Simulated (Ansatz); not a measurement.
The reference is La₂O₃ (space group P-3m1, No. 164; a = 3.906 Å, c = 6.040 Å).

Modification: every O is replaced by S; the structure is relaxed again.

Levels (all Ansatz, an electronic-structure program, PAW): PBEsol (420 eV, no spin-orbit coupling); r2SCAN (500 eV, without spin-orbit coupling); HSE06 (420 eV, no spin-orbit coupling).

At the geometry relaxed with PBEsol, these levels gave the following band gaps, in shuffled order: (a) 2.11 eV, (b) 3.01 eV, (c) 2.57 eV.

**Question.** Match each gap to its level.

**Answer.** (a) PBEsol; (b) HSE06; (c) r2SCAN.

Single points use the geometry relaxed with PBEsol. Whether these cells are dynamically stable was not tested. As relaxed here, La2S3 is a hypothetical phase, not in the database extracts checked.
